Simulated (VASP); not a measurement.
# Quasiparticle energies of BaH2 in VASP, part 2 of 5

Wanted: how far GW moves the Kohn-Sham levels of BaH2. The cell has space group Pnma. The start is a cell from a database of measured crystal structures.

VASP 6.6.1, plane waves and PAW; the level of theory is named at each step.

So far. Step 2 (Ground state): The cell has a gap of 2.60 eV on mesh and path and a pressure of -3.5 GPa, which holds the misfit of the given cell and coordinates with this functional, and any error of cutoff, mesh and data sets. Spin-orbit coupling is left out, which can shift or reorder these edges. Forces of up to 0.31 eV/Å remain in these settings.

### Step 3. Empty bands

Level of this step: LDA; plane waves and PAW (Ba_sv_GW, H_GW) (VASP).

The next step needs empty bands that the ground-state run didn't converge, so the Hamiltonian is diagonalised exactly for NBANDS bands, in a single step. LOPTICS writes the k-derivatives of the orbitals (WAVEDER), which give the long-wavelength limit of the screening.

Contents of INCAR:

```
SYSTEM = BaH2
PREC = Accurate
ENCUT = 320
ISMEAR = 0
SIGMA = 0.01
LREAL = .FALSE.
GGA = CA
NBANDS = 592
ALGO = Exact
NELM = 1
LWAVE = .TRUE.
LCHARG = .FALSE.
LOPTICS = .TRUE.
NEDOS = 1000
CSHIFT = 0.1
```

Contents of POSCAR:

```
BaH2
1.0
    6.7920000000      0.0000000000      0.0000000000
    0.0000000000      4.1680000000      0.0000000000
    0.0000000000      0.0000000000      7.8580000000
Ba H
4 8
Direct
    0.2602900000      0.2500000000      0.8886300000
    0.2397100000      0.7500000000      0.3886300000
    0.7602900000      0.2500000000      0.6113700000
    0.7397100000      0.7500000000      0.1113700000
    0.0430000000      0.2500000000      0.1740000000
    0.4570000000      0.7500000000      0.6740000000
    0.5430000000      0.2500000000      0.3260000000
    0.9570000000      0.7500000000      0.8260000000
    0.6460000000      0.2500000000      0.9135000000
    0.8540000000      0.7500000000      0.4135000000
    0.1460000000      0.2500000000      0.5865000000
    0.3540000000      0.7500000000      0.0865000000
```

Contents of KPOINTS:

```
Automatic mesh
0
Gamma
2 4 2
0 0 0
```

The projector-augmented-wave data sets are Ba_sv_GW and H_GW (LDA family, release 64).

Started as:

```
> mpirun -np 16 vasp_std
```

The log of the run:

```text
[banner, memory and clock lines left out]
running   16 mpi-ranks, on    1 nodes
 distrk:  each k-point on   16 cores,    1 groups
 distr:  one band on    1 cores,   16 groups

 POSCAR found type information on POSCAR BaH
 POSCAR found :  2 types and      12 ions
 [... a notice as in an earlier step ...]

 LDA part: xc-table for (Slater(with rela. corr.)+CA(PZ))
 , standard interpolation
 found WAVECAR, reading the header
  number of bands has changed, file:    40 present:   592
  trying to continue reading WAVECAR, but it might fail
 POSCAR, INCAR and KPOINTS ok, starting setup
 FFT: planning ... GRIDC
 FFT: planning ... GRID_SOFT
 FFT: planning ... GRID
 reading WAVECAR
 random initialization beyond band           40
 the WAVECAR file was read successfully
 initial charge from wavefunction
 entering main loop
       N       E                     dE             d eps       ncg     rms          rms(c)
DIA:   1    -0.547254712981E+02   -0.54725E+02    0.00000E+00     0   0.000E+00
   1 F= -.54725471E+02 E0= -.54725471E+02  d E =-.291868E-91
 writing wavefunctions
 optical routines
 imaginary and real dielectric function
 recalculating local potential from charge density
 direction            1
 direction            2
 direction            3
```

Wall time 2.1 min (16 MPI ranks of AMD EPYC 7R43, shared host); peak memory 4.9 GiB; 34 min of CPU time.

From OUTCAR (step 3):

```text
 Found     12 irreducible k-points:

   k-points           NKPTS =     12   k-points in BZ     NKDIM =     12   number of bands    NBANDS=    592

   NELECT =      48.0000    total number of electrons

 E-fermi :   1.7551

 k-point     1 :       0.0000    0.0000    0.0000
  band No.  band energies     occupation
    ...
     20       0.7323      2.00000
     21       0.8942      2.00000
     22       1.0697      2.00000
     23       1.5004      2.00000
     24       1.6127      2.00000
     25       4.9638      0.00000
     26       5.2725      0.00000
     27       5.5487      0.00000
     28       5.8808      0.00000
     29       6.1061      0.00000
    ...

 k-point     2 :       0.5000    0.0000    0.0000
  band No.  band energies     occupation
    ...
     20       0.3495      2.00000
     21       1.0678      2.00000
     22       1.0678      2.00000
     23       1.5599      2.00000
     24       1.5599      2.00000
     25       4.8188      0.00000
     26       4.8188      0.00000
     27       5.2785      0.00000
     28       5.2785      0.00000
     29       5.8790      0.00000
    ...

  Total       -4.5459751     -5.9687328     -4.0507604      0.0000000      0.0000000      0.0000000
  in kB      -32.7416247    -42.9887986    -29.1749234      0.0000000      0.0000000      0.0000000
  external PRESSURE =     -34.9684489 kB  Pullay stress =       0.0000000 kB

 POSITION                                       TOTAL-FORCE (eV/Angst)
 -----------------------------------------------------------------------------------
      1.76789      1.04200      6.98285         0.066368      0.000000      0.118027
      1.62811      3.12600      3.05385        -0.066368      0.000000      0.118027
      5.16389      1.04200      4.80415         0.066368      0.000000     -0.118027
      5.02411      3.12600      0.87515        -0.066368     -0.000000     -0.118027
      0.29206      1.04200      1.36729        -0.134864      0.000000      0.112089
      3.10394      3.12600      5.29629         0.134864      0.000000      0.112089
      3.68806      1.04200      2.56171        -0.134864      0.000000     -0.112089
      6.49994      3.12600      6.49071         0.134864      0.000000     -0.112089
      4.38763      1.04200      7.17828        -0.060364      0.000000      0.306626
      5.80037      3.12600      3.24928         0.060364      0.000000      0.306626
      0.99163      1.04200      4.60872        -0.060364      0.000000     -0.306626
      2.40437      3.12600      0.67972         0.060364      0.000000     -0.306626
 -----------------------------------------------------------------------------------
    total drift:                                0.000000     -0.000000      0.000000

  FREE ENERGIE OF THE ION-ELECTRON SYSTEM (eV)
  ---------------------------------------------------
  free  energy   TOTEN  =       -54.7254712981 eV

  energy  without entropy=      -54.7254712981  energy(sigma->0) =      -54.72547130

 plasma frequency squared (from intraband transitions) (eV^2)
  --------------------------------------------------------------------------------------
       0.000       0.000       0.000
       0.000       0.000       0.000
       0.000       0.000       0.000

[... 9 parts as in an earlier step ...]

[... 4 further parts left out ...]
```

The gap is read on the k-mesh alone, so it is an upper bound where the band edges lie off the mesh.

A gap read on the k-mesh alone can miss the band edges.

This step gave:

- gap on the k-mesh: 2.771 eV
- least direct gap on the k-mesh: 3.204 eV

WAVECAR now holds 592 bands for 48 electrons. Its independent-particle dielectric tensor has xx, yy, zz = 4.9, 4.5, 5.0 on this mesh, which isn't tested for convergence in mesh or bands and lacks local fields.

(Continued in part 3 of 5.)

[Lines on the potential files, build, host, timing and source positions are cut from VASP's logs without a mark.]

[Logs are printed without paths, hosts, clocks, repeated set-up lines and the standing remarks that a program may print on its own settings, such as how far it seeks lower states.]

[Hosts, paths, dates, database ids (printed as entryN), source tags and the programs' standing remarks are cut or masked in the printed files.]

[Pressures printed for these runs are not shown converged in the cutoff: they can be off by several GPa and have the wrong sign.]
